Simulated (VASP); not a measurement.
# Ta (Im-3m) in VASP: elastic constants with LDA

Aim: the elastic constants of Ta with LDA.

Program: VASP 6.6.1. These are calculated values, not measurements. Logs are shortened: lines on timing, memory, paths and dates and some standing lists are left out, and cuts for length are marked.

## 1. The crystal as given

Symmetry: Im-3m, No. 229, cubic system. Conventional cell: a = 3.310 Å, b = 3.310 Å, c = 3.310 Å, α = 90.00°, β = 90.00°, γ = 90.00°. Around Ta (site symmetry m-3m) lie 8 Ta at 2.87 Å.

## 2. Elastic constants, LDA

Input file POSCAR:

```
Ta
1.0
   -1.6549278100      1.6549278100      1.6549278100
    1.6549278100     -1.6549278100      1.6549278100
    1.6549278100      1.6549278100     -1.6549278100
Ta
1
Direct
    0.0000000000      0.0000000000      0.0000000000
```

Input file INCAR.step1:

```
  ALGO = Normal
  EDIFF = 1E-8
  EDIFFG = -0.002
  ENCUT = 580
  GGA = CA
  IBRION = 2
  ISIF = 3
  ISMEAR = 0
  LASPH = T
  LCHARG = F
  LREAL = F
  LWAVE = F
  NELM = 80
  NSW = 40
  PREC = Accurate
  SIGMA = 0.1
```

Input file INCAR.step2:

```
  ALGO = Normal
  EDIFF = 1E-8
  ENCUT = 580
  GGA = CA
  IBRION = 6
  ISIF = 3
  ISMEAR = 0
  LASPH = T
  LCHARG = F
  LREAL = F
  LWAVE = F
  NELM = 80
  NFREE = 2
  NSW = 1
  POTIM = 0.015
  PREC = Accurate
  SIGMA = 0.1
```

Input file KPOINTS:

```
k-points
0
Gamma
  18 18 18
```

Potentials or basis: VASP PAW LDA potentials, release 64 (Ta).

On the command line:

```sh
$ cat potpaw_LDA.64/Ta/POTCAR > POTCAR
$ cp INCAR.step1 INCAR
$ mpirun -np 1 vasp_std > vasp.out
$ cp CONTCAR POSCAR
$ cp INCAR.step2 INCAR
$ mpirun -np 1 vasp_std > vasp.out
```

OUTCAR:

```text
EDIFF = 1E-8
   ENCUT = 580
   GGA = CA
   IBRION = 6
   ISIF = 3
   ISMEAR = 0
   LASPH = T
   LREAL = F
   NELM = 80
   NFREE = 2
   NSW = 1
   POTIM = 0.015
   PREC = Accurate

 ion  position               nearest neighbor table
   1  0.000  0.000  0.000-

  LATTYP: Found a body centered cubic cell.
 ALAT       =     3.2478665811

  Lattice vectors:

 A1 = (  -1.6239332905,   1.6239332905,   1.6239332905)
 A2 = (   1.6239332905,  -1.6239332905,   1.6239332905)
 A3 = (   1.6239332905,   1.6239332905,  -1.6239332905)

Analysis of symmetry for initial positions (statically):
=====================================================================
 Subroutine PRICEL returns:
 Original cell was already a primitive cell.

 Routine SETGRP: Setting up the symmetry group for a
 body centered cubic supercell.

 Subroutine GETGRP returns: Found 48 space group operations
 (whereof 48 operations were pure point group operations)
 out of a pool of 48 trial point group operations.

The static configuration has the point symmetry O_h .

Analysis of symmetry for dynamics (positions and initial velocities):
=====================================================================
 Subroutine PRICEL returns:
 Original cell was already a primitive cell.

 Routine SETGRP: Setting up the symmetry group for a
 body centered cubic supercell.

 Subroutine GETGRP returns: Found 48 space group operations
 (whereof 48 operations were pure point group operations)
 out of a pool of 48 trial point group operations.

The dynamic configuration has the point symmetry O_h .

 Subroutine INISYM returns: Found 48 space group operations
 (whereof 48 operations are pure point group operations),
 and found     1 'primitive' translations

----------------------------------------------------------------------------------------

                                     Primitive cell

  volume of cell :      17.1303

  direct lattice vectors                    reciprocal lattice vectors
    -1.623933291  1.623933291  1.623933291     0.000000000  0.307894421  0.307894421
     1.623933291 -1.623933291  1.623933291     0.307894421  0.000000000  0.307894421
     1.623933291  1.623933291 -1.623933291     0.307894421  0.307894421  0.000000000

  length of vectors
     2.812734967  2.812734967  2.812734967     0.435428466  0.435428466  0.435428466

  position of ions in fractional coordinates (direct lattice)
     0.000000000  0.000000000  0.000000000

  ion indices of the primitive-cell ions
   primitive index   ion index
                 1           1

----------------------------------------------------------------------------------------

 KPOINTS: k-points

Automatic generation of k-mesh.
 Grid dimensions read from file:
 generate k-points for:   18   18   18

 Generating k-lattice:

  Cartesian coordinates                     Fractional coordinates (reciprocal lattice)
     0.000000000  0.017105246  0.017105246     0.055555556  0.000000000  0.000000000
     0.017105246  0.000000000  0.017105246     0.000000000  0.055555556  0.000000000
     0.017105246  0.017105246  0.000000000     0.000000000  0.000000000  0.055555556
[... 95 lines left out ...]
   NGX = 11   NGY = 11   NGZ = 11

--------------------------------------- Ionic step        1  -------------------------------------------

 number of electron       5.0000000 magnetization

 Free energy of the ion-electron system (eV)
  ---------------------------------------------------
  ext. energy  EPLUGINS =         0.00000000
  ---------------------------------------------------
  free energy    TOTEN  =       -12.89856877 eV

  energy without entropy =      -12.89285582  energy(sigma->0) =      -12.89571230

------------------------ aborting loop because EDIFF is reached ----------------------------------------

  FORCE on cell =-STRESS in cart. coord.  units (eV):
  Direction    XX          YY          ZZ          XY          YZ          ZX
  --------------------------------------------------------------------------------------
  -------------------------------------------------------------------------------------
  Total       -0.0004911     -0.0004911     -0.0004911     -0.0000000     -0.0000000      0.0000000
  in kB       -0.0459346     -0.0459346     -0.0459346     -0.0000000     -0.0000000      0.0000000
  external PRESSURE =      -0.0459346 kB  Pullay stress =       0.0000000 kB
[... 86 lines left out ...]
  FREE ENERGIE OF THE ION-ELECTRON SYSTEM (eV)
  ---------------------------------------------------
  free  energy   TOTEN  =       -12.8946689833 eV

  energy  without entropy=      -12.8889131255  energy(sigma->0) =      -12.89179105

[... ionic steps 4 to 12 ...]

--------------------------------------- Ionic step       13  -------------------------------------------

 number of electron       5.0000000 magnetization

------------------------ aborting loop because EDIFF is reached ----------------------------------------
[... 65 lines left out ...]
--------------------------------------- Ionic step       15  -------------------------------------------

 number of electron       5.0000000 magnetization

 Free energy of the ion-electron system (eV)
  ---------------------------------------------------
  ext. energy  EPLUGINS =         0.00000000
  ---------------------------------------------------
  free energy    TOTEN  =       -12.89856860 eV

  energy without entropy =      -12.89285565  energy(sigma->0) =      -12.89571213

 E-fermi :   6.1626     XC(G=0): -12.7791

 val. band max:        6.1615446587   @ k =  -0.3333   0.3333   0.1667
 cond. band min:       6.1653975642   @ k =  -0.2222   0.2222   0.1667
 fundamental gap:      0.0038529055
 Fermi energy:         6.1625724543

 k-point     1 :       0.0000    0.0000    0.0000
  band No.  band energies     occupation
      1      -1.8630      2.00000
      2       6.8431      0.00000
      3       6.8431      0.00000
      4       6.8431      0.00000
      5      10.2884      0.00000
      6      10.2884      0.00000
[... 199 lines left out ...]
 k-point    24 :       0.3889    0.1111    0.0000
  band No.  band energies     occupation
      1       1.9983      2.00000
      2       4.5748      2.00000
      3       7.0628      0.00000
      4      10.0616      0.00000
      5      11.4503      0.00000
      6      14.5456      0.00000

 [... further k-points ...]

------------------------ aborting loop because EDIFF is reached ----------------------------------------

  FORCE on cell =-STRESS in cart. coord.  units (eV):
  Direction    XX          YY          ZZ          XY          YZ          ZX
  --------------------------------------------------------------------------------------
  -------------------------------------------------------------------------------------
  Total       -0.0004824     -0.0004824     -0.0004824     -0.0000000      0.0000000      0.0000000
  in kB       -0.0451159     -0.0451159     -0.0451159     -0.0000000      0.0000000      0.0000000
  external PRESSURE =      -0.0451159 kB  Pullay stress =       0.0000000 kB
[... 16 lines left out ...]
  FREE ENERGIE OF THE ION-ELECTRON SYSTEM (eV)
  ---------------------------------------------------
  free  energy   TOTEN  =       -12.8985686031 eV

  energy  without entropy=      -12.8928556532  energy(sigma->0) =      -12.89571213

 INTERNAL STRAIN TENSORS FROM STRAINED CELLS
 ============================================

 INTERNAL STRAIN TENSOR FOR ION    1 for displacements in x,y,z  (eV/Angst):
          X           Y           Z          XY          YZ          ZX
  --------------------------------------------------------------------------------
  x    -0.00000     0.00000    -0.00000     0.00000     0.00000    -0.00000
  y    -0.00000    -0.00000     0.00000    -0.00000     0.00000    -0.00000
  z    -0.00000    -0.00000    -0.00000     0.00000     0.00000     0.00000

 INTERNAL STRAIN TENSORS FROM DISPLACED ATOMS
 ============================================

 INTERNAL STRAIN TENSOR FOR ION    1 for displacements in x,y,z  (eV/Angst):
          X           Y           Z          XY          YZ          ZX
  --------------------------------------------------------------------------------
  x     0.00000     0.00000     0.00000     0.00000     0.00000     0.00000
  y     0.00000     0.00000     0.00000     0.00000     0.00000     0.00000
  z     0.00000     0.00000     0.00000     0.00000     0.00000     0.00000

 Eigenvectors and eigenvalues of the dynamical matrix
 ----------------------------------------------------

   1 f/i=    0.000000 THz     0.000000 2PiTHz    0.000000 cm-1     0.000000 meV
             X         Y         Z           dx          dy          dz
      0.000000  0.000000  0.000000     0.600000   -0.800000    0.000000

   2 f/i=    0.000000 THz     0.000000 2PiTHz    0.000000 cm-1     0.000000 meV
             X         Y         Z           dx          dy          dz
      0.000000  0.000000  0.000000    -0.800000   -0.600000    0.000000

   3 f/i=    0.000000 THz     0.000000 2PiTHz    0.000000 cm-1     0.000000 meV
             X         Y         Z           dx          dy          dz
      0.000000  0.000000  0.000000     0.000000    0.000000    1.000000

--------------------------------------------------------------------------------------------------------

 ELASTIC MODULI CONTR FROM IONIC RELAXATION (kBar)
 Direction    XX          YY          ZZ          XY          YZ          ZX
 --------------------------------------------------------------------------------
 XX           0.0000      0.0000      0.0000      0.0000      0.0000      0.0000
 YY           0.0000      0.0000      0.0000      0.0000      0.0000      0.0000
 ZZ           0.0000      0.0000      0.0000      0.0000      0.0000      0.0000
 XY           0.0000      0.0000      0.0000      0.0000      0.0000      0.0000
 YZ           0.0000      0.0000      0.0000      0.0000      0.0000      0.0000
 ZX           0.0000      0.0000      0.0000      0.0000      0.0000      0.0000
 --------------------------------------------------------------------------------

 TOTAL ELASTIC MODULI (kBar)
 Direction    XX          YY          ZZ          XY          YZ          ZX
 --------------------------------------------------------------------------------
 XX        3164.9057   1805.1246   1805.1246     -0.0000     -0.0000     -0.0000
 YY        1805.1246   3164.9057   1805.1246      0.0000     -0.0000      0.0000
 ZZ        1805.1246   1805.1246   3164.9057     -0.0000      0.0000      0.0000
 XY          -0.0000      0.0000     -0.0000    705.3994      0.0000      0.0000
 YZ          -0.0000     -0.0000      0.0000      0.0000    705.3994      0.0000
 ZX          -0.0000      0.0000      0.0000      0.0000      0.0000    705.3994
 --------------------------------------------------------------------------------
```

Wall time 4.6 min (1 thread of Intel Xeon 6975P-C (Granite Rapids), shared host); peak memory 0.48 GiB.

Results:

* Relaxed volume: 17.13 Å³/atom
* Relaxed cell: a = 2.813 Å, b = 2.813 Å, c = 2.813 Å, α = 109.47°, β = 109.47°, γ = 109.47°
* Space group after relaxing (to 0.05 Å): Im-3m (No. 229)
* Elastic constants C11, C12, C44: 316, 181, 71 GPa
* Voigt bulk modulus: 226 GPa

The path:
```csv
step,energy change (eV),largest force (eV/Å),pressure (GPa),volume (Å³)
1,0.0000,0.0000,-11.43,18.13
2,0.2036,0.0000,38.98,14.94
3,-0.0373,0.0000,-0.74,17.19
4,-0.0374,0.0000,-0.09,17.14
5,-0.0374,0.0000,0.18,17.12
6,-0.0374,0.0000,-0.36,17.16
7,-0.0374,0.0000,-0.03,17.13
8,-0.0374,0.0000,0.00,17.13
```

Final structure:
```cif
data_structure
_symmetry_space_group_name_H-M 'P 1'
_symmetry_Int_Tables_number 1
_cell_length_a 2.8127
_cell_length_b 2.8127
_cell_length_c 2.8127
_cell_angle_alpha 109.471
_cell_angle_beta 109.471
_cell_angle_gamma 109.471
_cell_volume 17.13
loop_
_atom_site_label
_atom_site_type_symbol
_atom_site_fract_x
_atom_site_fract_y
_atom_site_fract_z
_atom_site_occupancy
Ta1 Ta 0.00000 0.00000 0.00000 1
```

Elastic tensor in Voigt notation (GPa, in the Cartesian axes of the cell as first typed):
```
316 181 181   0   0   0
181 316 181   0   0   0
181 181 316   0   0   0
  0   0   0  71   0   0
  0   0   0   0  71   0
  0   0   0   0   0  71
```

Clamped-ion elastic tensor (GPa):
```
316 181 181   0   0   0
181 316 181   0   0   0
181 181 316   0   0   0
  0   0   0  71   0   0
  0   0   0   0  71   0
  0   0   0   0   0  71
```

The run has no spin-orbit coupling, so splittings on Ta are missing.
